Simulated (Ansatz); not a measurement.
**What moves the field gradients of SiO2?**

Cell of run 1: a computed structure from the Materials Project (it need not be an observed phase), atoms as given.

Space group I4/mmm (No. 139); a = 13.0341, c = 5.2481 Å.

```
site  Wyckoff  site symmetry       x       y       z
  Si      16l            m..  0.3813  0.2102  0.0000
  O9      16k            ..2  0.8571  0.6429  0.2500
 O17       8j           m2m.  0.5000  0.2430  0.0000
 O21       8h           m.2m  0.3133  0.3133  0.0000
```

One atom of each set is listed; the run and its k-mesh use a cell of 24 atoms with edges of 9.58, 9.58, 9.58 Å.

All runs are DFT with Ansatz 0.2.0 (plane waves and PAW, scalar-relativistic unless spin–orbit coupling is named, Γ-centred meshes, Fermi–Dirac smearing where given) in this cell.

Run 1: PBE, atoms as given; 420 eV, 5×5×5 k-points, smearing 0.02 eV.
Run 2: r2SCAN, atoms as given; 500 eV, 5×5×5 k-points, smearing 0.02 eV.
Run 3: PBE, gradients read without the response of the cores, atoms as given; 420 eV, 5×5×5 k-points, smearing 0.02 eV.

```csv
run,Si V_zz (η),O9 V_zz (η),O17 V_zz (η),O21 V_zz (η)
1,0.92 (0.37),9.57 (0.12),9.54 (0.18),9.71 (0.07)
2,0.89 (0.40),9.45 (0.13),9.44 (0.18),9.56 (0.07)
3,?,?,?,?
```

V_zz in 10²¹ V/m².

Task: Estimate the row of run 3.

Result: Si: 0.85 (0.38); O9: 9.89 (0.12); O17: 9.85 (0.18); O21: 10.03 (0.07). It lies nearest to run 1, from whose tensors on these sites it differs by 0.32 at most (largest principal value of the difference, on O21). Taken one at a time, the response of the cores moves the tensors on these sites by up to 0.32 (largest principal value of the change, on O21), the functional (r2SCAN with its higher cutoff) by 0.15 (O21).

In runs 1, 3 the atoms aren't at the calculated equilibrium (largest force 0.29, 0.29 eV/Å).
